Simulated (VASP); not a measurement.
# Sn (Im-3m) in VASP: a series of runs

One crystal, Sn, is run at these levels: PBEsol; tasks: single point.

Everything below comes from runs of VASP 6.6.1. Logs are shortened: lines on timing, memory, paths and dates and some standing lists are left out, and cuts for length are marked.

### Step 1. Starting point

Symmetry: Im-3m, No. 229, cubic system. Conventional cell: a = 3.789 Å, b = 3.789 Å, c = 3.789 Å, α = 90.00°, β = 90.00°, γ = 90.00°. Sn (site symmetry m-3m) has 8 Sn at 3.28 Å as nearest neighbours.

This isn't the form of Sn at room conditions, which is tetragonal (white tin).

### Step 2. Single point, PBEsol

File INCAR:

```
SYSTEM = Sn
PREC = Accurate
ENCUT = 400
EDIFF = 1E-5
ISMEAR = -1
SIGMA = 0.1
LREAL = .False.
LASPH = .True.
NELM = 100
ALGO = Normal
ISIF = 2
LWAVE = .False.
LCHARG = .False.
GGA = PS
NBANDS = 13
ADDGRID = .False.
```

File KPOINTS:

```
Automatic mesh
0
Gamma
  7 7 7
  0 0 0
```

File POSCAR:

```
Sn
1.0
   -1.8946518192      1.8946518192      1.8946518192
    1.8946518192     -1.8946518192      1.8946518192
    1.8946518192      1.8946518192     -1.8946518192
Sn
1
Direct
    0.0000000000      0.0000000000      0.0000000000
```

Potentials or basis: VASP PAW PBE potentials, release 64 (Sn_d).

Launch:

```console
> cat potpaw_PBE.64/Sn_d/POTCAR > POTCAR
> mpirun -np 1 vasp_std > vasp.out
```

OUTCAR:

```text
SYSTEM = Sn
   PREC = Accurate
   ENCUT = 400
   EDIFF = 1E-5
   ISMEAR = -1
   LREAL = .False.
   LASPH = .True.
   NELM = 100
   ISIF = 2
   GGA = PS

 Found     20 irreducible k-points:

 Following reciprocal coordinates:
            Coordinates               Weight
  0.000000  0.000000  0.000000      1.000000
  0.142857  0.000000  0.000000     12.000000
  0.285714  0.000000  0.000000     12.000000
  0.428571  0.000000  0.000000     12.000000
  0.142857  0.142857  0.000000     24.000000
  0.285714  0.142857  0.000000     48.000000
   k-points           NKPTS =     20   k-points in BZ     NKDIM =     20   number of bands    NBANDS=     13
   number of dos      NEDOS =    301   number of ions     NIONS =      1
   total plane-waves  NPLWV =  13824
   dimension x,y,z NGX =    24 NGY =   24 NGZ =   24
   dimension x,y,z NGXF=    48 NGYF=   48 NGZF=   48
   ions per type =               1
   NGX,Y,Z   is equivalent  to a cutoff of  12.16, 12.16, 12.16 a.u.
   NGXF,Y,Z  is equivalent  to a cutoff of  24.32, 24.32, 24.32 a.u.
 SYSTEM =  Sn
   PREC   = accura    normal or accurate (medium, high low for compatibility)
   ISTART =      0    job   : 0-new  1-cont  2-samecut
   ICHARG =      2    charge: 1-file 2-atom 10-const
   ISPIN  =      1    spin polarized calculation?
   LNONCOLLINEAR =      F non collinear calculations
   LSORBIT =      F    spin-orbit coupling
   LASPH  =      T    aspherical Exc in radial PAW
   ENCUT  =  400.0 eV  29.40 Ry    5.42 a.u.   5.35  5.35  5.35*2*pi/ulx,y,z
   NELM   =    100;   NELMIN=  2; NELMDL= -5     # of ELM steps
   EDIFF  = 0.1E-04   stopping-criterion for ELM
   LREAL  =      F    real-space projection
   EDIFFG = 0.1E-03   stopping-criterion for IOM
   NSW    =      0    number of steps for IOM
   IBRION =     -1    ionic relax: 0-MD 1-quasi-New 2-CG
   NFREE  =      0    steps in history (QN), initial steepest desc. (CG)
   ISIF   =      2    stress and relaxation
   ISYM   =      2    0-nonsym 1-usesym 2-fastsym
   POTIM  = 0.5000    time-step for ionic-motion
   TEBEG  =    0.0;   TEEND  =   0.0 temperature during run
   PSTRESS=    0.0 pullay stress
   NELECT =      14.0000    total number of electrons
   NUPDOWN=      -1.0000    fix difference up-down
   EMIN   =  10.00;   EMAX   =-10.00  energy-range for DOS
   EFERMI =   0.00;   METHOD = LEGACY
   ISMEAR =    -1;   SIGMA  =   0.10  broadening in eV -4-tet -1-fermi 0-gaus
   EFERMI_NEDOS =   21; number of points for ismear=-14 and -15
   IALGO  =     38    algorithm
   IMIX   =      4    mixing-type and parameters
     AMIX     =   0.40;   BMIX     =  1.00
     AMIX_MAG =   1.60;   BMIX_MAG =  1.00
  volume/ion in A,a.u.               =      27.20       183.59
  Fermi-wavevector in a.u.,A,eV,Ry     =   1.311902  2.479136 23.416813  1.721087
  Thomas-Fermi vector in A             =   2.442332
   LORBIT       =      0    0 simple, 1 ext, 2 COOP (PROOUT), +10 PAW based schemes
   GGA     = PS    functional components
   LHFCALC =     F    Hartree Fock is set to
   AEXX    =    0.0000 exact exchange contribution
   IVDW    =     0    specifies the selected vdW correction
   LEPSILON=     F    determine dielectric tensor
   LRPA    =     F    only Hartree local field effects (RPA)
 non-spin polarized calculation
  energy-cutoff  :      400.00
  volume of cell :       27.20
 maximum number of plane-waves:       531
 NGX is ok and might be reduce to    24
   NGX = 11   NGY = 11   NGZ = 11

 number of electron      13.9999996 magnetization

 Free energy of the ion-electron system (eV)
  ---------------------------------------------------
  ext. energy  EPLUGINS =         0.00000000
  ---------------------------------------------------
  free energy    TOTEN  =        -4.26107508 eV

  energy without entropy =       -4.24222013  energy(sigma->0) =       -4.25164760

 E-fermi :   8.1257     XC(G=0): -10.4994

 val. band max:        7.8979194317   @ k =   0.1429   0.1429   0.1429
 cond. band min:       8.2781813708   @ k =   0.2857   0.1429   0.1429
 fundamental gap:      0.3802619391
 Fermi energy:         8.1256961627

 k-point     1 :       0.0000    0.0000    0.0000
  band No.  band energies     occupation
      1     -13.5181      2.00000
      2     -13.5181      2.00000
      3     -13.5181      2.00000
      4     -13.3786      2.00000
      5     -13.3786      2.00000
      6      -3.1722      2.00000
      7      15.8618      0.00000
      8      15.8618      0.00000
      9      15.8618      0.00000
     10      20.0377      0.00000
     11      20.0377      0.00000
     12      20.0377      0.00000
     13      20.6657      0.00000

 k-point     2 :       0.1429    0.0000    0.0000
  band No.  band energies     occupation
      1     -13.5267      2.00000
      2     -13.5060      2.00000
      3     -13.4767      2.00000
      4     -13.3877      2.00000
      5     -13.3797      2.00000
      6      -2.7272      2.00000
      7      12.8288      0.00000
      8      14.4979      0.00000
      9      15.2985      0.00000
     10      17.8900      0.00000
     11      18.2612      0.00000
     12      19.6740      0.00000
     13      21.5933      0.00000

 k-point     3 :       0.2857    0.0000    0.0000
  band No.  band energies     occupation
      1     -13.5462      2.00000
      2     -13.4921      2.00000
      3     -13.3975      2.00000
      4     -13.3824      2.00000
      5     -13.3823      2.00000
      6      -1.3933      2.00000
      7       8.3165      0.25843
      8      12.6840      0.00000
      9      14.1755      0.00000
     10      16.5684      0.00000
     11      16.9235      0.00000
     12      20.5955      0.00000
     13      22.4469      0.00000

 k-point     4 :       0.4286    0.0000    0.0000
  band No.  band energies     occupation
      1     -13.5618      2.00000
      2     -13.4992      2.00000
      3     -13.3888      2.00000
      4     -13.3842      2.00000
      5     -13.3054      2.00000
      6       0.7200      2.00000
      7       4.4897      2.00000
      8      11.6492      0.00000
      9      13.4418      0.00000
     10      15.9433      0.00000
     11      16.2642      0.00000
     12      22.3798      0.00000
     13      23.5860      0.00000

 k-point     5 :       0.1429    0.1429    0.0000
  band No.  band energies     occupation
      1     -13.5281      2.00000
      2     -13.5006      2.00000
      3     -13.4123      2.00000
      4     -13.3991      2.00000
      5     -13.3817      2.00000
      6      -1.8370      2.00000
      7      10.1881      0.00000
      8      11.7849      0.00000
      9      13.8806      0.00000
     10      17.9068      0.00000
     11      18.2466      0.00000
     12      20.3648      0.00000
     13      22.2040      0.00000

 k-point     6 :       0.2857    0.1429    0.0000
  band No.  band energies     occupation
      1     -13.5406      2.00000
      2     -13.4853      2.00000
      3     -13.3985      2.00000
      4     -13.3887      2.00000
      5     -13.3406      2.00000
      6      -0.0876      2.00000
      7       6.5041      2.00000
      8       9.8998      0.00000
      9      12.7893      0.00000
     10      17.1556      0.00000
     11      19.2048      0.00000
     12      20.3880      0.00000
     13      24.3122      0.00000

 [... further k-points ...]
[... 5 lines left out ...]
  --------------------------------------------------------------------------------------
  -------------------------------------------------------------------------------------
  Total       -0.3040066     -0.3040066     -0.3040066      0.0000000      0.0000000     -0.0000000
  in kB      -17.9038040    -17.9038040    -17.9038040      0.0000000      0.0000000     -0.0000000
  external PRESSURE =     -17.9038040 kB  Pullay stress =       0.0000000 kB

 VOLUME and BASIS-vectors are now :
 -----------------------------------------------------------------------------
  energy-cutoff  :      400.00
  volume of cell :       27.20
      direct lattice vectors                 reciprocal lattice vectors
    -1.894651819  1.894651819  1.894651819     0.000000000  0.263900731  0.263900731
     1.894651819 -1.894651819  1.894651819     0.263900731  0.000000000  0.263900731
     1.894651819  1.894651819 -1.894651819     0.263900731  0.263900731  0.000000000

 POSITION                                       TOTAL-FORCE (eV/Angst)
 -----------------------------------------------------------------------------------
      0.00000      0.00000      0.00000        -0.000000     -0.000000     -0.000000
 -----------------------------------------------------------------------------------
    total drift:                                0.000000      0.000000      0.000000

  FREE ENERGIE OF THE ION-ELECTRON SYSTEM (eV)
  ---------------------------------------------------
  free  energy   TOTEN  =        -4.2610750750 eV

  energy  without entropy=       -4.2422201339  energy(sigma->0) =       -4.25164760
```

OSZICAR:

```text
N       E                     dE             d eps       ncg     rms          rms(c)
DAV:   1     0.731143225127E+02    0.73114E+02   -0.62356E+03   540   0.133E+03
DAV:   2     0.729219555661E+00   -0.72385E+02   -0.70263E+02   525   0.295E+02
DAV:   3    -0.418279048221E+01   -0.49120E+01   -0.48980E+01   651   0.680E+01
DAV:   4    -0.427798558269E+01   -0.95195E-01   -0.95178E-01   643   0.993E+00
DAV:   5    -0.428102930861E+01   -0.30437E-02   -0.30436E-02   645   0.177E+00    0.135E+00
DAV:   6    -0.426576114457E+01    0.15268E-01   -0.16713E-02   670   0.228E+00    0.722E-01
DAV:   7    -0.426134280980E+01    0.44183E-02   -0.91239E-03   650   0.158E+00    0.119E-01
DAV:   8    -0.426107497764E+01    0.26783E-03   -0.67968E-04   660   0.443E-01    0.200E-02
DAV:   9    -0.426107507504E+01   -0.97401E-07   -0.95986E-06   475   0.414E-02
   1 F= -.42610751E+01 E0= -.42516476E+01  d E =-.188549E-01
```

It took 3.9 s on 1 thread of Intel Xeon Platinum 8375C at 2.90GHz (Ice Lake), shared host; peak memory 0.13 GiB.

These settings aren't checked as converged: the numbers below hold their error.

What came out:

```yaml
Free_energy: -4.2611 eV
Pressure: -1.8 GPa
Band_gap_on_the_k_mesh: none (metal or under the smearing width)
```

Caveat: the PAW data sets were made with another functional, which shifts forces and pressure a little.

(Part 1 of 2 ends here.)
